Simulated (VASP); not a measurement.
# CsH (Pm-3m) in VASP: notebook

Aim: see how the results for CsH move with the level of theory and the settings. Levels: LDA, r2SCAN. Tasks: single point.

Program: VASP 6.6.1. These are calculated values, not measurements. Logs are shortened: lines on timing, memory, paths and dates and some standing lists are left out, and cuts for length are marked.

## 1. Starting point

The structure is cubic, space group Pm-3m (No. 221). Conventional cell: a = 3.818 Å, b = 3.818 Å, c = 3.818 Å, α = 90.00°, β = 90.00°, γ = 90.00°. Cs (site symmetry m-3m) is surrounded by 8 H at 3.31 Å. Around H (site symmetry m-3m) lie 8 Cs at 3.31 Å.

The cell comes from a database or a generator and needn't be the stable form of this composition.

## 2. Single point, LDA

Input file INCAR:

```
SYSTEM = CsH
PREC = Accurate
ENCUT = 520
EDIFF = 1E-7
ISMEAR = -1
SIGMA = 0.01
LREAL = .FALSE.
LASPH = .TRUE.
NELM = 80
ALGO = Normal
ISIF = 2
LWAVE = .FALSE.
LCHARG = .FALSE.
GGA = CA
NBANDS = 12
```

Input file KPOINTS:

```
Automatic mesh
0
G
  8 8 8
  0 0 0
```

Input file POSCAR:

```
CsH
1.0
    3.8184085400      0.0000000000      0.0000000000
    0.0000000000      3.8184085400      0.0000000000
    0.0000000000      0.0000000000      3.8184085400
Cs H
1 1
Direct
    0.0000000000      0.0000000000      0.0000000000
    0.5000000000      0.5000000000      0.5000000000
```

Potentials or basis: VASP PAW LDA potentials, release 64 (Cs_sv, H).

Command:

```bash
> cat potpaw_LDA.64/Cs_sv/POTCAR potpaw_LDA.64/H/POTCAR > POTCAR
> mpirun -np 1 vasp_std > vasp.out
```

OUTCAR:

```text
SYSTEM = CsH
   PREC = Accurate
   ENCUT = 520
   EDIFF = 1E-7
   ISMEAR = -1
   LREAL = .FALSE.
   LASPH = .TRUE.
   NELM = 80
   ISIF = 2
   GGA = CA

 ion  position               nearest neighbor table
   1  0.000  0.000  0.000-
   2  0.500  0.500  0.500-

  LATTYP: Found a simple cubic cell.
 ALAT       =     3.8184085400

  Lattice vectors:

 A1 = (   3.8184085400,   0.0000000000,   0.0000000000)
 A2 = (   0.0000000000,   3.8184085400,   0.0000000000)
 A3 = (   0.0000000000,   0.0000000000,   3.8184085400)

Analysis of symmetry for initial positions (statically):
=====================================================================
 Subroutine PRICEL returns:
 Original cell was already a primitive cell.

 Routine SETGRP: Setting up the symmetry group for a
 simple cubic supercell.

 Subroutine GETGRP returns: Found 48 space group operations
 (whereof 48 operations were pure point group operations)
 out of a pool of 48 trial point group operations.

The static configuration has the point symmetry O_h .

Analysis of symmetry for dynamics (positions and initial velocities):
=====================================================================
 Subroutine PRICEL returns:
 Original cell was already a primitive cell.

 Routine SETGRP: Setting up the symmetry group for a
 simple cubic supercell.

 Subroutine GETGRP returns: Found 48 space group operations
 (whereof 48 operations were pure point group operations)
 out of a pool of 48 trial point group operations.

The dynamic configuration has the point symmetry O_h .

 Subroutine INISYM returns: Found 48 space group operations
 (whereof 48 operations are pure point group operations),
 and found     1 'primitive' translations

----------------------------------------------------------------------------------------

                                     Primitive cell

  volume of cell :      55.6733

  direct lattice vectors                    reciprocal lattice vectors
     3.818408540  0.000000000  0.000000000     0.261889211  0.000000000  0.000000000
     0.000000000  3.818408540  0.000000000     0.000000000  0.261889211  0.000000000
     0.000000000  0.000000000  3.818408540     0.000000000  0.000000000  0.261889211

  length of vectors
     3.818408540  3.818408540  3.818408540     0.261889211  0.261889211  0.261889211

  position of ions in fractional coordinates (direct lattice)
     0.000000000  0.000000000  0.000000000
     0.500000000  0.500000000  0.500000000

  ion indices of the primitive-cell ions
   primitive index   ion index
                 1           1
                 2           2

----------------------------------------------------------------------------------------

 KPOINTS: Automatic mesh

Automatic generation of k-mesh.
 Grid dimensions read from file:
 generate k-points for:    8    8    8

 Generating k-lattice:

  Cartesian coordinates                     Fractional coordinates (reciprocal lattice)
     0.032736151  0.000000000  0.000000000     0.125000000  0.000000000  0.000000000
     0.000000000  0.032736151  0.000000000     0.000000000  0.125000000  0.000000000
     0.000000000  0.000000000  0.032736151     0.000000000  0.000000000  0.125000000

  Length of vectors
     0.032736151  0.032736151  0.032736151

  Shift w.r.t. Gamma in fractional coordinates (k-lattice)
     0.000000000  0.000000000  0.000000000

 Subroutine IBZKPT returns following result:
 ===========================================

 Found     35 irreducible k-points:

 Following reciprocal coordinates:
            Coordinates               Weight
  0.000000  0.000000  0.000000      1.000000
  0.125000  0.000000  0.000000      6.000000
  0.250000  0.000000  0.000000      6.000000
  0.375000  0.000000  0.000000      6.000000
  0.500000  0.000000  0.000000      3.000000
  0.125000  0.125000  0.000000     12.000000
[... 16 lines left out ...]
  0.375000  0.375000  0.125000     24.000000
  0.500000  0.375000  0.125000     24.000000
 [... further k-points ...]
   k-points           NKPTS =     35   k-points in BZ     NKDIM =     35   number of bands    NBANDS=     12
   number of dos      NEDOS =    301   number of ions     NIONS =      2
   total plane-waves  NPLWV =  21952
   dimension x,y,z NGX =    28 NGY =   28 NGZ =   28
   dimension x,y,z NGXF=    56 NGYF=   56 NGZF=   56
   ions per type =               1   1
   NGX,Y,Z   is equivalent  to a cutoff of  12.19, 12.19, 12.19 a.u.
   NGXF,Y,Z  is equivalent  to a cutoff of  24.38, 24.38, 24.38 a.u.
 SYSTEM =  CsH
   PREC   = accura    normal or accurate (medium, high low for compatibility)
   ISTART =      0    job   : 0-new  1-cont  2-samecut
   ICHARG =      2    charge: 1-file 2-atom 10-const
   ISPIN  =      1    spin polarized calculation?
   LNONCOLLINEAR =      F non collinear calculations
   LSORBIT =      F    spin-orbit coupling
   LASPH  =      T    aspherical Exc in radial PAW
   ENCUT  =  520.0 eV  38.22 Ry    6.18 a.u.   7.10  7.10  7.10*2*pi/ulx,y,z
   NELM   =     80;   NELMIN=  2; NELMDL= -5     # of ELM steps
   EDIFF  = 0.1E-06   stopping-criterion for ELM
   LREAL  =      F    real-space projection
   EDIFFG = 0.1E-05   stopping-criterion for IOM
   NSW    =      0    number of steps for IOM
   IBRION =     -1    ionic relax: 0-MD 1-quasi-New 2-CG
   NFREE  =      0    steps in history (QN), initial steepest desc. (CG)
   ISIF   =      2    stress and relaxation
   ISYM   =      2    0-nonsym 1-usesym 2-fastsym
   POTIM  = 0.5000    time-step for ionic-motion
   TEBEG  =    0.0;   TEEND  =   0.0 temperature during run
   PSTRESS=    0.0 pullay stress
   NELECT =      10.0000    total number of electrons
   NUPDOWN=      -1.0000    fix difference up-down
   EMIN   =  10.00;   EMAX   =-10.00  energy-range for DOS
   EFERMI =   0.00;   METHOD = LEGACY
   ISMEAR =    -1;   SIGMA  =   0.01  broadening in eV -4-tet -1-fermi 0-gaus
   EFERMI_NEDOS =   21; number of points for ismear=-14 and -15
   IALGO  =     38    algorithm
   IMIX   =      4    mixing-type and parameters
     AMIX     =   0.40;   BMIX     =  1.00
     AMIX_MAG =   1.60;   BMIX_MAG =  1.00
  volume/ion in A,a.u.               =      27.84       187.85
  Fermi-wavevector in a.u.,A,eV,Ry     =   0.923689  1.745519 11.608509  0.853201
  Thomas-Fermi vector in A             =   2.049353
   LORBIT       =      0    0 simple, 1 ext, 2 COOP (PROOUT), +10 PAW based schemes
   GGA     = CA    functional components
   LHFCALC =     F    Hartree Fock is set to
   AEXX    =    0.0000 exact exchange contribution
   IVDW    =     0    specifies the selected vdW correction
   LEPSILON=     F    determine dielectric tensor
   LRPA    =     F    only Hartree local field effects (RPA)
 non-spin polarized calculation
  energy-cutoff  :      520.00
  volume of cell :       55.67
 maximum number of plane-waves:      1516
   NGX = 15   NGY = 15   NGZ = 15

 number of electron      10.0000000 magnetization

 Free energy of the ion-electron system (eV)
  ---------------------------------------------------
  ext. energy  EPLUGINS =         0.00000000
  ---------------------------------------------------
  free energy    TOTEN  =        -4.90550794 eV

  energy without entropy =       -4.90550794  energy(sigma->0) =       -4.90550794

 E-fermi :   0.9127     XC(G=0):  -8.1907

 val. band max:        0.6716533095   @ k =   0.5000   0.5000   0.5000
 cond. band min:       2.9399576923   @ k =   0.5000   0.0000   0.0000
 fundamental gap:      2.2683043827
 Fermi energy:         0.9127263997

 k-point     1 :       0.0000    0.0000    0.0000
  band No.  band energies     occupation
      1     -21.2057      2.00000
      2      -7.2654      2.00000
      3      -7.2654      2.00000
      4      -7.2654      2.00000
      5      -1.4674      2.00000
      6       3.7234      0.00000
      7       3.7234      0.00000
      8       7.6298      0.00000
      9       9.9463      0.00000
     10       9.9463      0.00000
     11       9.9463      0.00000
     12      10.7806      0.00000

 k-point     2 :       0.1250    0.0000    0.0000
  band No.  band energies     occupation
      1     -21.1829      2.00000
      2      -7.5454      2.00000
      3      -7.2426      2.00000
      4      -7.2426      2.00000
      5      -1.2165      2.00000
      6       3.8182      0.00000
      7       4.0377      0.00000
      8       7.2058      0.00000
      9       8.8235      0.00000
     10       8.8235      0.00000
     11      10.0057      0.00000
     12      11.1914      0.00000

 k-point     3 :       0.2500    0.0000    0.0000
  band No.  band energies     occupation
      1     -21.1272      2.00000
      2      -8.1342      2.00000
      3      -7.1864      2.00000
      4      -7.1864      2.00000
      5      -0.6343      2.00000
      6       4.0722      0.00000
      7       4.1628      0.00000
      8       7.3667      0.00000
      9       7.6122      0.00000
     10       7.6122      0.00000
     11      10.1575      0.00000
     12      11.6478      0.00000
[... 286 lines left out ...]
 k-point    23 :       0.3750    0.3750    0.1250
  band No.  band energies     occupation
      1     -20.9192      2.00000
      2      -8.3690      2.00000
      3      -8.3211      2.00000
      4      -7.2300      2.00000
      5      -0.3123      2.00000
      6       4.5928      0.00000
      7       5.7946      0.00000
      8       5.8064      0.00000
      9       7.3415      0.00000
     10       8.3140      0.00000
     11       8.4456      0.00000
     12      11.3441      0.00000

 k-point    24 :       0.5000    0.3750    0.1250
  band No.  band energies     occupation
      1     -20.8962      2.00000
      2      -8.5242      2.00000
      3      -8.2983      2.00000
      4      -7.2045      2.00000
      5      -0.4091      2.00000
      6       4.9515      0.00000
      7       5.2335      0.00000
      8       6.1147      0.00000
      9       6.8756      0.00000
     10       8.5178      0.00000
     11       8.9920      0.00000
     12      11.6418      0.00000

 [... further k-points ...]

------------------------ aborting loop because EDIFF is reached ----------------------------------------

  FORCE on cell =-STRESS in cart. coord.  units (eV):
  Direction    XX          YY          ZZ          XY          YZ          ZX
  --------------------------------------------------------------------------------------
  -------------------------------------------------------------------------------------
  Total       -0.6570281     -0.6570281     -0.6570281     -0.0000000     -0.0000000      0.0000000
  in kB      -18.9080774    -18.9080774    -18.9080774     -0.0000000     -0.0000000      0.0000000
  external PRESSURE =     -18.9080774 kB  Pullay stress =       0.0000000 kB

 VOLUME and BASIS-vectors are now :
 -----------------------------------------------------------------------------
  energy-cutoff  :      520.00
  volume of cell :       55.67
      direct lattice vectors                 reciprocal lattice vectors
     3.818408540  0.000000000  0.000000000     0.261889211  0.000000000  0.000000000
     0.000000000  3.818408540  0.000000000     0.000000000  0.261889211  0.000000000
     0.000000000  0.000000000  3.818408540     0.000000000  0.000000000  0.261889211

 POSITION                                       TOTAL-FORCE (eV/Angst)
 -----------------------------------------------------------------------------------
      0.00000      0.00000      0.00000         0.000000      0.000000      0.000000
      1.90920      1.90920      1.90920         0.000000      0.000000      0.000000
 -----------------------------------------------------------------------------------
    total drift:                               -0.000000      0.000000      0.000000

  FREE ENERGIE OF THE ION-ELECTRON SYSTEM (eV)
  ---------------------------------------------------
  free  energy   TOTEN  =        -4.9055079400 eV

  energy  without entropy=       -4.9055079400  energy(sigma->0) =       -4.90550794
```

Run time: 11 s. Hardware: 1 thread of Intel Xeon Platinum 8488C (Sapphire Rapids), shared host; peak memory 0.14 GiB.

What came out:

| Property | Result |
| --- | --- |
| Free energy | -4.9055 eV |
| Pressure | -1.9 GPa |
| Band gap on the k mesh | 2.27 eV, indirect (least direct gap 2.44 eV) |

Caveat: spin-orbit coupling is left out, which moves the levels of the heavy elements.

## 3. Single point, r2SCAN

POSCAR is that of step 2.

Input file INCAR.step1:

```
PREC = Accurate
ENCUT = 520
ISMEAR = -1
SIGMA = 0.01
LREAL = F
LASPH = T
NELM = 80
NBANDS = 12
GGA = PE
ALGO = Normal
EDIFF = 1E-4
LWAVE = T
LCHARG = F
```

Input file INCAR.step2:

```
PREC = Accurate
ENCUT = 520
EDIFF = 1E-6
ISMEAR = -1
SIGMA = 0.01
LREAL = F
LASPH = T
NELM = 80
ALGO = Normal
ISIF = 2
LWAVE = F
LCHARG = T
METAGGA = R2SCAN
LMIXTAU = T
LELF = T
LVHAR = T
NBANDS = 12
ISTART = 1
```

Input file KPOINTS:

```
Automatic mesh
0
Gamma
  8 8 8
```

Potentials or basis: VASP PAW PBE potentials, release 64 (Cs_sv, H).

Command:

```bash
> cat potpaw_PBE.64/Cs_sv/POTCAR potpaw_PBE.64/H/POTCAR > POTCAR
> cp INCAR.step1 INCAR
> mpirun -np 1 vasp_std > vasp.out
> cp INCAR.step2 INCAR
> mpirun -np 1 vasp_std > vasp.out
```

It took 43 s on 1 thread of Intel Xeon Platinum 8488C (Sapphire Rapids), shared host; peak memory 0.17 GiB.

It converged, with:

| Item | Value |
| --- | --- |
| Free energy | -28.9567 eV |
| Pressure | 0.0 GPa |
| Band gap on the k mesh | 3.15 eV, direct |

Levels at points of the mesh, in eV from the valence-band top:
| k point | band 2 | band 3 | band 4 | band 5 | band 6 | band 7 | band 8 | band 9 |
| --- | --- | --- | --- | --- | --- | --- | --- | --- |
| (0.00, 0.00, 0.00) | -8.17 | -8.17 | -8.17 | -1.90 | 3.81 | 3.81 | 7.98 | 9.98 |
| (0.50, 0.00, 0.00) | -9.70 | -8.02 | -8.02 | -0.25 | 3.21 | 4.60 | 6.60 | 6.60 |
| (0.50, 0.50, 0.00) | -9.38 | -9.38 | -7.88 | -1.23 | 4.99 | 6.85 | 7.42 | 7.42 |
| (0.50, 0.50, 0.50) | -9.16 | -9.16 | -9.16 | 0.00 | 3.15 | 3.15 | 3.15 | 12.25 |

Caveat: the PAW data sets were made with another functional, which shifts forces and pressure a little; spin-orbit coupling is left out, which moves the levels of the heavy elements.

## 4. Single point, LDA (functional lda, volume scaled by 1.04)

Input file INCAR:

```
SYSTEM = CsH
PREC = Accurate
ENCUT = 520
EDIFF = 1E-7
ISMEAR = -1
SIGMA = 0.01
LREAL = .False.
LASPH = .True.
NELM = 80
ALGO = Normal
ISIF = 2
LWAVE = .False.
LCHARG = .True.
LELF = .True.
LVHAR = .True.
NBANDS = 12
```

Input file KPOINTS:

```
regular mesh
0
Gamma
  8 8 8
  0 0 0
```

Input file POSCAR:

```
CsH
1.0
    3.8686565199      0.0000000000      0.0000000000
    0.0000000000      3.8686565199      0.0000000000
    0.0000000000      0.0000000000      3.8686565199
Cs H
1 1
Direct
    0.0000000000      0.0000000000      0.0000000000
    0.5000000000      0.5000000000      0.5000000000
```

Potentials or basis: VASP PAW LDA potentials, release 64 (Cs_sv, H).

Command:

```bash
> cat potpaw_LDA.64/Cs_sv/POTCAR potpaw_LDA.64/H/POTCAR > POTCAR
> mpirun -np 1 vasp_std > vasp.out
```

OUTCAR:

```text
SYSTEM = CsH
   PREC = Accurate
   ENCUT = 520
   EDIFF = 1E-7
   ISMEAR = -1
   LREAL = .False.
   LASPH = .True.
   NELM = 80
   ISIF = 2

 ion  position               nearest neighbor table
   1  0.000  0.000  0.000-
   2  0.500  0.500  0.500-

  LATTYP: Found a simple cubic cell.
 ALAT       =     3.8686565199

  Lattice vectors:

 A1 = (   3.8686565199,   0.0000000000,   0.0000000000)
 A2 = (   0.0000000000,   3.8686565199,   0.0000000000)
 A3 = (   0.0000000000,   0.0000000000,   3.8686565199)

Analysis of symmetry for initial positions (statically):
=====================================================================
 Subroutine PRICEL returns:
 Original cell was already a primitive cell.

 Routine SETGRP: Setting up the symmetry group for a
 simple cubic supercell.

 Subroutine GETGRP returns: Found 48 space group operations
 (whereof 48 operations were pure point group operations)
 out of a pool of 48 trial point group operations.

The static configuration has the point symmetry O_h .

Analysis of symmetry for dynamics (positions and initial velocities):
[... 171 lines left out ...]
      3      -7.5081      2.00000
      4      -7.5081      2.00000
      5      -1.5853      2.00000
      6       3.5744      0.00000
      7       3.5744      0.00000
      8       7.1784      0.00000
      9       9.5579      0.00000
     10       9.5579      0.00000
     11       9.5579      0.00000
     12      10.3929      0.00000
[... 331 lines left out ...]
 k-point    24 :       0.5000    0.3750    0.1250
  band No.  band energies     occupation
      1     -21.1071      2.00000
      2      -8.6583      2.00000
      3      -8.4520      2.00000
      4      -7.4543      2.00000
      5      -0.5059      2.00000
      6       4.6859      0.00000
      7       5.0188      0.00000
      8       5.8519      0.00000
      9       6.5844      0.00000
     10       8.1319      0.00000
     11       8.5908      0.00000
     12      11.2193      0.00000

 [... further k-points ...]

------------------------ aborting loop because EDIFF is reached ----------------------------------------

  FORCE on cell =-STRESS in cart. coord.  units (eV):
  Direction    XX          YY          ZZ          XY          YZ          ZX
  --------------------------------------------------------------------------------------
  -------------------------------------------------------------------------------------
  Total       -0.8006258     -0.8006258     -0.8006258      0.0000000      0.0000000     -0.0000000
  in kB      -22.1543830    -22.1543830    -22.1543830      0.0000000      0.0000000     -0.0000000
  external PRESSURE =     -22.1543830 kB  Pullay stress =       0.0000000 kB

 VOLUME and BASIS-vectors are now :
 -----------------------------------------------------------------------------
  energy-cutoff  :      520.00
  volume of cell :       57.90
      direct lattice vectors                 reciprocal lattice vectors
     3.868656520  0.000000000  0.000000000     0.258487667  0.000000000  0.000000000
     0.000000000  3.868656520  0.000000000     0.000000000  0.258487667  0.000000000
     0.000000000  0.000000000  3.868656520     0.000000000  0.000000000  0.258487667

 POSITION                                       TOTAL-FORCE (eV/Angst)
 -----------------------------------------------------------------------------------
      0.00000      0.00000      0.00000         0.000000      0.000000      0.000000
      1.93433      1.93433      1.93433         0.000000      0.000000      0.000000
 -----------------------------------------------------------------------------------
    total drift:                               -0.000000     -0.000000     -0.000000

  FREE ENERGIE OF THE ION-ELECTRON SYSTEM (eV)
  ---------------------------------------------------
  free  energy   TOTEN  =        -4.8774043815 eV

  energy  without entropy=       -4.8774043815  energy(sigma->0) =       -4.87740438
```

stdout:

```text
POSCAR found type information on POSCAR CsH
 POSCAR found :  2 types and       2 ions
 scaLAPACK will be used
 LDA part: xc-table for (Slater(with rela. corr.)+CA(PZ))
 , standard interpolation
 POSCAR, INCAR and KPOINTS ok, starting setup
 FFT: planning ... GRIDC
 FFT: planning ... GRID_SOFT
 FFT: planning ... GRID
 WAVECAR not read
 entering main loop
```

Run time: 17 s. Hardware: 1 thread of Intel Xeon Platinum 8488C (Sapphire Rapids), shared host; peak memory 0.15 GiB.

What came out:

- Free energy: -4.8774 eV
- Pressure: -2.2 GPa
- Band gap on the k mesh: 2.19 eV, indirect (least direct gap 2.46 eV)

Caveat: spin-orbit coupling is left out, which moves the levels of the heavy elements. A k mesh can miss the band edges.

## 5. The runs side by side

```csv
level,potentials or basis,cell,gap on the mesh (eV),pressure (GPa)
LDA,"VASP PAW LDA potentials, release 64 (Cs_sv, H)",as given,2.27,-1.9
r2SCAN,"VASP PAW PBE potentials, release 64 (Cs_sv, H)",as given,3.15,0.0
LDA,"VASP PAW LDA potentials, release 64 (Cs_sv, H)","functional lda, volume scaled by 1.04",2.19,-2.2
```

Alike in all rows: task single point; no spin polarisation; k mesh 8 × 8 × 8; cutoff (eV) 520; smearing fermi-dirac 0.01 eV.

Caveats: spin-orbit coupling is left out, which moves the levels of the heavy elements; the PAW data sets were made with another functional, which shifts forces and pressure a little (some runs).

Total energies depend on the potentials used, so only differences within one code and one set of settings carry meaning.
